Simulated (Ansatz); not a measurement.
# Phonons of MgTe (F-43m)

```
CELL_PARAMETERS angstrom
0.00000 3.21941 3.21941
3.21941 0.00000 3.21941
3.21941 3.21941 0.00000
ATOMIC_POSITIONS crystal
Mg 0.00000 0.00000 0.00000
Te 0.25000 0.25000 0.25000
```

The conventional cell has a = 6.439 Å, b = 6.439 Å, c = 6.439 Å, α = 90.00°, β = 90.00°, γ = 90.00°. Mg (atom 1) has 4 Te at 2.79 Å as nearest neighbours. Te (atom 2) has 4 Mg at 2.79 Å as nearest neighbours.

Computed, not measured; unless marked otherwise by PBEsol, all-electron LAPW in Ansatz 0.2.0, scalar-relativistic. k mesh 6×6×6, fixed occupations, basis error target 0.5 meV/atom. The cell was relaxed by PAW under this functional. The structure is one entry of a database and needn't be the stable phase.

Atoms are displaced by 0.01 Å in the smallest supercells that hold the wave vectors of a 2×2×2 mesh. Negative values stand for unstable modes. The zone centre has no LO-TO term.

Task: What are the phonon energies at the solved wave vectors, in THz?

Result: 

```csv
q,point,modes (THz)
0.000 0.000 0.000,Gamma,7.13 (×3)
0.500 0.000 0.000,L,"1.09 (×2), 3.43, 7.02 (×2), 8.01"
0.500 0.500 0.000,X,"1.51 (×2), 3.53, 6.80 (×2), 8.39"
```

Task: Is the structure dynamically stable at these wave vectors?

Result: Yes, no mode is unstable there; wave vectors off this mesh aren't tested.

Task: How do the optical zone-centre modes decompose, and which are active?

Result: Point group -43m: Γ_opt = T2.

| label | THz | activity | mostly |
| --- | --- | --- | --- |
| T2 | 7.13 | IR and Raman | Mg (84 %) |

Task: How well do frozen-core PAW files reproduce these all-electron values?

Result: With a cutoff of 420 eV and displacements of 0.0025 Å, the r.m.s. difference over the modes is 0.1 cm⁻¹; the largest difference is 226.8 (PAW) against 226.7 cm⁻¹ (LAPW).

Task: The cell is scaled evenly to 65.401 and 68.071 Å³ (from 66.736), with free atoms relaxed and the shape held. What are the mode Grüneisen parameters γ = −d ln ω/d ln V?

Result: For the highest mode, 285.8 cm⁻¹ in the small cell and 274.4 in the large one give γ ≈ 1.02. From the change of the dynamical matrix on each mode:

```tsv
point	cm⁻¹	γ
Gamma	237.7	1.50
L	36.2	-2.80
L	114.5	0.77
L	234.0	1.68
L	267.3	1.21
X	50.5	-2.88
X	117.8	1.18
X	226.7	1.94
X	280.0	1.02
```

Weighted by the modes' heat capacities at 300 K, the mean on this mesh is 0.01; it moves with the q mesh, and a coarse one overweights the zone boundary. Rows under −0.05 (2 here) are modes that soften under compression and pull towards negative thermal expansion.

Task: Linear response on PAW files adds the field. What are the dielectric tensor, the Born charges and the LO shift?

Result: ε∞ = (5.61, 5.61, 5.61) along x, y, z with local fields. Born charges (xx, yy, zz): Mg1 (1.91, 1.91, 1.91); Te2 (-1.91, -1.91, -1.91). The highest zone-centre mode lies at 237.8 cm⁻¹ without the macroscopic field and at 283.0 cm⁻¹ with it, for q along x. Lyddane-Sachs-Teller then gives ε₀ = ε∞ (ω_LO/ω_TO)² = 7.94. With the ions free to follow the field, the program's ε₀ is (7.94, 7.94, 7.94).

Known limits: this zinc-blende form is metastable at ambient conditions; the frozen-core PAW files of the compared runs were fitted under PBE, their cores solved anew for this functional; field response not resolved by the mesh; semilocal gaps are low, and ε∞ tends to come out large.
